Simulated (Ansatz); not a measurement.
# Hf (Im-3m) in Ansatz: further runs

One crystal, Hf, is run at these levels: PBEsol0, B3LYP; tasks: relaxation of cell and atoms, single point.

Program: Ansatz 0.2.0. These are calculated values, not measurements. Logs are shortened: lines on timing, memory, paths and dates and some standing lists are left out, and cuts for length are marked.

**1. Starting point**

Symmetry: Im-3m, No. 229, cubic system. Conventional cell: a = 3.610 Å, b = 3.610 Å, c = 3.610 Å, α = 90.00°, β = 90.00°, γ = 90.00°. Hf (site symmetry m-3m) has 8 Hf at 3.13 Å as nearest neighbours.

This isn't the form of Hf at room conditions, which is hcp.

**2. Relaxation of cell and atoms, PBEsol0**

input reads:

```
crystal:
  lattice:
    - [-1.805, 1.805, 1.805]
    - [1.805, -1.805, 1.805]
    - [1.805, 1.805, -1.805]
  atoms:
    - { symbol: Hf, position: [0.0, 0.0, 0.0] }
hamiltonian:
  xc: { exchange: pbesol, correlation: pbesol, exx: { coeff: 0.25 } }
  pseudopotentials: { kind: paw }
kpoints:
  mp_grid: { grid: [5, 5, 5] }
scf:
  occupations: { method: fermi_dirac, width: 0.05 }
output:
  forces: true
  stress: true
  eigenvalues: true
relax:
  f_tol: 0.01
  max_steps: 40
  cell: { stress_tol: 0.05 }
```

Potentials or basis: Ansatz PAW.

Log:

```text
GPUs: using 1 of 1 available (devices: 1).
Engine: ansatz 0.2.0, x86_64-unknown-linux-gnu
Pseudopotentials: kind: paw
Pseudopotential: Hf, paw, valence charge 26, recommended cutoff 420 eV (normal), Hf.paw.azcp
Functional definition: unnamed
  parameter a_1 = 0.25
  exchange = (1 - a_1)*pbe_x(mu = 0.12345679012345678) + a_1*exact_x
  correlation = pbe_c(beta = 0.046)
device memory: the entry about to start is reckoned to put 0.4 GiB on a device that reports 59.4 GiB free (of which the cap on the GPU budget leaves the run 18.0 GiB)
GPU FFT provider: cuFFT
GPU libraries: cuBLAS 13.8.2, cuFFT 12.4.0, cuSOLVER 12.3.4
Crystal: 1 atoms, lattice volume = 23.523 Å³
Basis set: ecut = 420 eV, 459 PW (Γ), exchange–correlation on 48×48×48 points (8 copies of the dense FFT grid, shifted against one another)
Bands: 17, of which v1, the nominal top of the filled ones, is band 13 counted from 1 (12 counted from 0)
Symmetry: 48 space group operations
Space group: Im-3m (ITA 229), of the structure as read, at distance tolerance 2.9e-5 Å
k-points: 10 of 125
Non-local potential: Hf, projectors of the file, l = 0: 3, l = 1: 2, l = 2: 2, l = 3: 3
PAW form: soft (Blöchl's): semilocal exchange-correlation on the pseudo side does not see the compensation charge
PAW frozen core: Hf, regenerated for the run's functional, and the local potential with it (the file was generated under x = pbe(κ = 0.804, μ = 0.2195149727645171), c = pbe(β = 0.06672455060314922))
PAW one-centre angular grid: Hf, 590 points (default); XC on 64 Gauss nodes
Initial density: superposition of atomic densities (neutral atoms: chi_scale 0, normalization atom), corrected by the library's trained network
Initial wavefunctions: pseudopotential atomic-orbital guess
GPU buffer pool allocated for 13824 grid points (all kernels)
GPU transforms: local potential and band sums: pruned to the plane-wave sphere, on 24×24×24
Functional: x = pbesol(κ = 0.804, μ = 0.12345679012345678), c = pbesol(β = 0.046), warm-up for x = 0.75 pbesol(κ = 0.804, μ = 0.12345679012345678) + 0.25 exact, c = pbesol(β = 0.046)
SCF iter   1: F=—  HF=-15597.812899 eV  |F-HF|=—  |Δ(HF+E_count)|=         —  Δρ=3.91e-3  dr2=2.72e-3  ethr=1.77e-3  ⟨swp⟩=5.4  Hψ=597  notcnv=0
preconditioner: auto → none  [insulator: Δε(μ)=0.348 eV  Ē_g=18.381 eV  σ=0.050 eV  W_gap=0.71  n_scr=12 (ndim 8)  ℏωp=37.5 eV  f_vac=0.000  D(μ)=2.70/eV (n_scr^D=42)]
SCF iter   2: F=—  HF=-15597.812890 eV  |F-HF|=—  |Δ(HF+E_count)|=   8.86e-6  Δρ=1.83e-3  dr2=4.84e-4  ethr=1.05e-5  ⟨swp⟩=3.4  Hψ=427  notcnv=0
iter 3 solved again at ethr=8.38e-8 eV; its pass at ethr=1.86e-6 eV (dr2=2.18e-5 eV) is discarded
SCF iter   3: F=—  HF=-15597.812906 eV  |F-HF|=—  |Δ(HF+E_count)|=   1.58e-5  Δρ=3.28e-4  dr2=2.00e-5  ethr=8.38e-8  ⟨swp⟩=2.7  Hψ=713  notcnv=0
SCF iter   4: F=—  HF=-15597.812860 eV  |F-HF|=—  |Δ(HF+E_count)|=   4.54e-5  Δρ=9.87e-5  dr2=1.65e-6  ethr=7.67e-8  ⟨swp⟩=4.0  Hψ=514  notcnv=0
SCF iter   5: F=—  HF=-15597.812860 eV  |F-HF|=—  |Δ(HF+E_count)|=   3.30e-7  Δρ=8.01e-6  dr2=1.77e-8  ethr=6.36e-9  ⟨swp⟩=3.1  Hψ=419  notcnv=0
SCF iter   6: F=—  HF=-15597.812860 eV  |F-HF|=—  |Δ(HF+E_count)|=   5.84e-8  Δρ=1.95e-6  dr2=3.63e-10  ethr=6.79e-11  ⟨swp⟩=4.0  Hψ=503  notcnv=0
SCF iter   7: F=-15597.812860 eV  HF=-15597.812860 eV  |F-HF|=0.00e0  |Δ(HF+E_count)|=  6.11e-10  Δρ=1.20e-7  dr2=1.43e-12  ethr=1.40e-12  ⟨swp⟩=4.0  Hψ=505  notcnv=0
SCF 1 converged in 7 iterations: F = -15597.812860 eV  dr2 = 1.43e-12
device memory: the entry about to start is reckoned to put 1.0 GiB on a device that reports 61.3 GiB free (of which the cap on the GPU budget leaves the run 18.0 GiB)
GPU FFT provider: cuFFT
GPU libraries: cuBLAS 13.8.2, cuFFT 12.4.0, cuSOLVER 12.3.4
Initial density: handed on by an earlier stage of this run
Initial wavefunctions: those handed on with the density
GPU buffer pool allocated for 13824 grid points (all kernels)
GPU transforms: local potential and band sums: pruned to the plane-wave sphere, on 24×24×24
Functional: x = 0.75 pbesol(κ = 0.804, μ = 0.12345679012345678) + 0.25 exact, c = pbesol(β = 0.046)
Exchange kernel: α = 0.2500, full range, Wigner–Seitz truncation, v(0) = 7116.4632 eV·Å³, q-mesh 5×5×5, nearest image of the exchange supercell L = 15.63 Å, pair-density grid 12×12×12, without the augmentation charges, whose exchange is taken in its separable form by FFT convolution over the k-point mesh (sized by the pseudopotential files, 18×18×18 at the most), smooth part of the exact exchange by density-matrix convolution in up to 958.7 MiB of GPU memory as planned if the GPU has room (build and FFT work areas not counted)
Frozen-core exchange: fock
iter 1 solved again at ethr=2.13e-5 eV; its pass at ethr=1.00e-1 eV (dr2=5.54e-3 eV) is discarded
SCF iter   1: F=—  HF=-15629.928244 eV  |F-HF|=—  |Δ(HF+E_count)|=         —  Δρ=6.84e-3  dr2=7.50e-3  ethr=2.13e-5  ⟨swp⟩=4.4  Hψ=939  notcnv=0
preconditioner: auto → none  [insulator: Δε(μ)=0.352 eV  Ē_g=22.762 eV  σ=0.050 eV  W_gap=0.54  n_scr=12 (ndim 8)  ℏωp=37.5 eV  f_vac=0.000  D(μ)=1.91/eV (n_scr^D=18)]
SCF iter   2: F=—  HF=-15629.884734 eV  |F-HF|=—  |Δ(HF+E_count)|=   4.35e-2  Δρ=6.37e-3  dr2=8.77e-3  ethr=2.13e-5  ⟨swp⟩=4.0  Hψ=596  notcnv=0
SCF iter   3: F=—  HF=-15629.881539 eV  |F-HF|=—  |Δ(HF+E_count)|=   3.20e-3  Δρ=1.84e-3  dr2=1.75e-3  ethr=2.13e-5  ⟨swp⟩=3.0  Hψ=510  notcnv=0
SCF iter   4: F=—  HF=-15629.881347 eV  |F-HF|=—  |Δ(HF+E_count)|=   1.92e-4  Δρ=7.81e-4  dr2=1.46e-3  ethr=1.31e-6  ⟨swp⟩=2.8  Hψ=314  notcnv=0
[... 292 lines left out ...]
basis re-selected at this cell: Δ(F+E_penalty+E_count) = +7.227e-4 eV, ΔP = -0.029 GPa vs the last step (what re-selecting the basis moved, of the pressure what is left beyond the Pulay correction that the steps carried, after the strain that the cell walked since its last selection, with what the two solves' SCF thresholds leave and, on support functions, any second-order correction that the steps lacked; it is no measure of the basis error at this ecutwfc). This SCF's stress stands 6.17e-2 GPa from its target on what of the cell is left free (relax.cell.stress_tol is 5.00e-2 GPa) and its largest allowed force component is 0.00e0 eV/Å (relax.f_tol is 1.00e-2 eV/Å): not within both, so this SCF does not close the relaxation
device memory: the entry about to start is reckoned to put 1.0 GiB on a device that reports 67.9 GiB free (of which the cap on the GPU budget leaves the run 18.0 GiB)
GPU FFT provider: cuFFT
GPU libraries: cuBLAS 13.8.2, cuFFT 12.4.0, cuSOLVER 12.3.4
Crystal: 1 atoms, lattice volume = 21.525 Å³
GPU buffer pool allocated for 13824 grid points (all kernels)
GPU transforms: local potential and band sums: pruned to the plane-wave sphere, on 24×24×24
Exchange kernel: α = 0.2500, full range, Wigner–Seitz truncation, v(0) = 6707.5791 eV·Å³, q-mesh 5×5×5, nearest image of the exchange supercell L = 15.18 Å, pair-density grid 12×12×12, without the augmentation charges, whose exchange is taken in its separable form by FFT convolution over the k-point mesh (sized by the pseudopotential files, 18×18×18 at the most), smooth part of the exact exchange by density-matrix convolution in up to 733.6 MiB of GPU memory as planned if the GPU has room (build and FFT work areas not counted)
Frozen-core exchange: fock
iter 1 solved again at ethr=9.06e-8 eV; its pass at ethr=1.00e-1 eV (dr2=2.35e-5 eV) is discarded
SCF iter   1: F=—  HF=-15629.961854 eV  |F-HF|=—  |Δ(HF+E_count)|=         —  Δρ=6.76e-5  dr2=2.72e-6  ethr=9.06e-8  ⟨swp⟩=4.8  Hψ=737  notcnv=0
preconditioner: auto → none  [insulator: Δε(μ)=0.540 eV  Ē_g=22.562 eV  σ=0.050 eV  W_gap=0.54  n_scr=12 (ndim 8)  ℏωp=39.2 eV  f_vac=0.000  D(μ)=1.91/eV (n_scr^D=18)]
iter 2 solved again at ethr=1.70e-10 eV; its pass at ethr=2.62e-9 eV (dr2=4.41e-8 eV) is discarded
SCF iter   2: F=—  HF=-15629.961853 eV  |F-HF|=—  |Δ(HF+E_count)|=   1.18e-6  Δρ=1.57e-5  dr2=2.04e-6  ethr=1.70e-10  ⟨swp⟩=2.0  Hψ=798  notcnv=0
SCF iter   3: F=—  HF=-15629.961853 eV  |F-HF|=—  |Δ(HF+E_count)|=   8.64e-8  Δρ=3.61e-6  dr2=2.00e-6  ethr=1.69e-10  ⟨swp⟩=4.0  Hψ=498  notcnv=0
SCF iter   4: F=—  HF=-15629.961925 eV  |F-HF|=—  |Δ(HF+E_count)|=   7.20e-5  Δρ=6.85e-5  dr2=6.63e-7  ethr=6.31e-12  ⟨swp⟩=5.8  Hψ=696  notcnv=0
SCF iter   5: F=-15629.961924 eV  HF=-15629.961924 eV  |F-HF|=1.82e-10  |Δ(HF+E_count)|=   1.17e-6  Δρ=2.66e-6  dr2=2.96e-9  ethr=6.31e-12  ⟨swp⟩=5.1  Hψ=635  notcnv=0
SCF 20 stopped early in 5 iterations: F = -15629.961924 eV  dr2 = 2.96e-9
[... 41 lines left out ...]
SCF iter   2: F=-15629.961926 eV  HF=-15629.961926 eV  |F-HF|=3.64e-12  |Δ(HF+E_count)|=  3.64e-12  Δρ=5.67e-8  dr2=1.30e-13  ethr=1.00e-12  ⟨swp⟩=2.0  Hψ=299  notcnv=0
SCF 23 converged in 2 iterations: F = -15629.961926 eV  dr2 = 1.30e-13
hybrid outer 1: dexx = +8.527e-14 eV, tail = 3.05e-13 eV
GPU FFT provider: cuFFT
GPU libraries: cuBLAS 13.8.2, cuFFT 12.4.0, cuSOLVER 12.3.4
GPU buffer pool allocated for 13824 grid points (all kernels)
GPU transforms: local potential and band sums: pruned to the plane-wave sphere, on 24×24×24
Exchange kernel: α = 0.2500, full range, Wigner–Seitz truncation, v(0) = 6707.5791 eV·Å³, q-mesh 5×5×5, nearest image of the exchange supercell L = 15.18 Å, pair-density grid 12×12×12, without the augmentation charges, whose exchange is taken in its separable form by FFT convolution over the k-point mesh (sized by the pseudopotential files, 18×18×18 at the most), smooth part of the exact exchange by density-matrix convolution in up to 732.9 MiB of GPU memory as planned if the GPU has room (build and FFT work areas not counted)
Frozen-core exchange: fock
SCF iter   1: F=—  HF=-15629.961926 eV  |F-HF|=—  |Δ(HF+E_count)|=         —  Δρ=5.69e-8  dr2=1.28e-13  ethr=1.00e-12  ⟨swp⟩=11.4  Hψ=637  notcnv=0
preconditioner: auto → none  [insulator: Δε(μ)=0.540 eV  Ē_g=22.564 eV  σ=0.050 eV  W_gap=0.54  n_scr=12 (ndim 8)  ℏωp=39.2 eV  f_vac=0.000  D(μ)=1.91/eV (n_scr^D=18)]
SCF iter   2: F=-15629.961926 eV  HF=-15629.961926 eV  |F-HF|=3.64e-12  |Δ(HF+E_count)|=    0.00e0  Δρ=2.74e-8  dr2=2.77e-14  ethr=1.00e-12  ⟨swp⟩=2.0  Hψ=299  notcnv=0
SCF 24 converged in 2 iterations: F = -15629.961926 eV  dr2 = 2.77e-14
  Residual-converged pass: ⟨swp⟩=3.0  Hψ=375  notcnv=0  max |occ|·‖R‖ = 8.3e-9 eV (tolerance 1.0e-8 eV)  dr2=2.75e-14  dr2_onsite=4.97e-15  max |Δocc| = 1.5e-17
hybrid outer 2: dexx = +0.000e0 eV, tail = 6.51e-14 eV, Δε = 4.93e-7 eV (about 7.46e-7 eV left of the loop's levels)
relax step   7: F+E_penalty+E_count = -15629.96192640 eV  Δ(F+E_penalty+E_count) = -3.638e-12 eV  max|allowed force component| = 0.000e0 eV/Å  Δτ_max = 0.0000 Å  P = +0.000 GPa  Ω = 21.525 Å³  stress off target by 1.81e-4 GPa  SCF on the basis re-selected at this cell (its energy is not comparable with the rows above)  (4 SCF iters)
basis re-selected at this cell: Δ(F+E_penalty+E_count) = -3.638e-12 eV, ΔP = -0.000 GPa vs the last step (what re-selecting the basis moved, of the pressure what is left beyond the Pulay correction that the steps carried, after the strain that the cell walked since its last selection, with what the two solves' SCF thresholds leave and, on support functions, any second-order correction that the steps lacked; it is no measure of the basis error at this ecutwfc). This SCF's stress stands 1.81e-4 GPa from its target on what of the cell is left free (relax.cell.stress_tol is 5.00e-2 GPa) and its largest allowed force component is 0.00e0 eV/Å (relax.f_tol is 1.00e-2 eV/Å): within both
hybrid SCF converged: 2 outer / 4 inner (+0 warm-up), last move |dexx| = 0.00e0 eV, tail = 6.51e-14 eV
Stability not checked: this state was not tested for a lower state beside it, because the functional holds exact exchange (a hybrid, or Hartree-Fock), whose exchange loop this test does not read (fock_operator; see scf.lower_state_search)
Free energy (F): -15629.961926 eV
Frozen-core exchange: fock
Harris-Foulkes:  -15629.961926 eV  (|F-HF|=3.64e-12)
Internal energy: -15629.948675 eV  (E = F + TS)
E sigma→0 (E₀):  -15629.955301 eV
Entropy (-TS):   -0.013251 eV (-13.251 meV/atom)
Fermi energy:    20.249331 eV
--- Per-component energies (eV) ---
  E_band       = -23.159608
  E_kinetic    = 421.697767
  E_local      = -4963.927281  (includes V_loc(G=0)·N_el)
  E_nonlocal   = -1252.449483
  E_hartree    = 2339.400443
  E_xc         = -228.316766
  E_vxc        = -204.181176  (∫ρ·V_xc dr)
  E_exx        = -125.204231  (= α·E_x^exact, valence–valence)
  E_paw        = -6769.391425  (= ΣΔE_a)
  E_vpaw       = 1547.308143  (= ΣTr[D̂ρ^β])
  E_aug_tail   = -0.000001  (compensation charges beyond the density's cutoff)
  E_ewald      = -5053.827519
  E_core_change = 2.069822  (= ΣΔE_core)
  E_smearing   = -0.013251  (= −TS)
  E_closure    = 0.000000  (closes the sum)
  Σ components = -15629.961926   (vs F -15629.961926, Δ=0.00e0)
--- Forces (eV/Å), atoms counted from 1 ---
  atom   1  Hf     0.00000000    -0.00000000     0.00000000
  max |Σ_I F_I| component: 1.66e-25 eV/Å
--- Stress (GPa, compression-positive) ---
        0.000181       0.000000      -0.000000
        0.000000       0.000181      -0.000000
        0.000000      -0.000000       0.000181
  P = ⅓ Tr σ = 0.0002 GPa (0.002 kbar)
--- Band table (eV; the first three rows and the last of 10) ---
  k-point 0: bands = ["-45.1028", "-11.8871", "-11.8871", "-11.8871", "4.9506", "4.9506", "4.9506", "5.0325", "5.0325", "5.0325", "5.0643", "11.6016", "22.8115", "22.8115", "22.8115", "25.8605", "25.8605"]
  k-point 1: bands = ["-45.0692", "-12.2804", "-12.0045", "-11.8915", "4.9581", "4.9702", "4.9707", "5.0148", "5.0187", "5.0268", "5.0476", "13.2144", "21.7200", "21.8176", "24.3687", "25.1644", "25.8739"]
  k-point 2: bands = ["-45.0148", "-12.8718", "-12.1867", "-11.8959", "4.9614", "4.9779", "4.9785", "5.0036", "5.0181", "5.0263", "5.0444", "15.6284", "19.7178", "21.0932", "25.7650", "26.5104", "28.3147"]
  k-point 9: bands = ["-44.9496", "-12.6168", "-12.5372", "-12.5372", "4.9450", "4.9838", "4.9922", "4.9922", "5.0257", "5.0319", "5.0319", "17.0560", "17.1049", "25.6020", "25.6020", "26.9255", "27.8150"]
--- Relaxed structure (5 steps of the walk, 5 accepted, 2 SCFs on fresh bases) ---
  F+E_penalty+E_count = -15629.96192640 eV   max|allowed force component| = 0.000e0 eV/Å   (the final SCF, on the basis selected at the relaxed cell)
  cell:  # Å, volume = 21.5250 Å³
    - [-1.7523788549086916, 1.7523788549086916, 1.7523788549086916]
    - [1.7523788549086916, -1.7523788549086916, 1.7523788549086916]
    - [1.7523788549086916, 1.7523788549086916, -1.7523788549086916]
  atoms:
    - { symbol: Hf, position: [0.0, 0.0, 0.0] }
```

It took 35 s on 1 × NVIDIA H100 80GB HBM3 with 2 threads of AMD EPYC 7R13 (Zen 3), shared host; peak memory 1.5 GiB.

Results:

```
Free energy                            : -15629.9619 eV
Relaxed volume                         : 21.53 Å³/atom
Relaxed cell                           : a = 3.035 Å, b = 3.035 Å, c = 3.035 Å, α = 109.47°, β = 109.47°, γ = 109.47°
Space group after relaxing (to 0.05 Å) : Im-3m (No. 229)
Energy gained by relaxing              : 63.2 meV/atom
Ionic steps                            : 7
Pressure after relaxing                : 0.0 GPa
Band gap on the k mesh                 : none (metal or under the smearing width)
```

The path:
```csv
step,energy change (eV),largest force (eV/Å),volume (Å³)
1,0.0000,0.0000,23.52
2,-0.0314,0.0000,20.25
3,-0.0633,0.0000,21.70
4,-0.0639,0.0000,21.54
5,-0.0632,0.0000,21.54
6,-0.0632,0.0000,21.53
7,-0.0632,0.0000,21.53
```

Final structure:
```yaml
crystal:
  lattice:
    - [-1.75238, 1.75238, 1.75238]
    - [1.75238, -1.75238, 1.75238]
    - [1.75238, 1.75238, -1.75238]
  atoms:
    - { symbol: Hf, position: [0.00000, 0.00000, 0.00000] }
```

Caveat: the k mesh is coarse (spacing up to 0.49 Å⁻¹), so the values aren't converged, least of all with exact exchange; the plane-wave basis is chosen anew once the cell has moved, so the energies of steps on either side of that aren't comparable; the PAW data sets come from PBE, with cores solved anew for the run's functional, which leaves a small shift of forces and pressure. The run has no spin-orbit coupling, so splittings on Hf are missing.

[end of part 1 of 2]
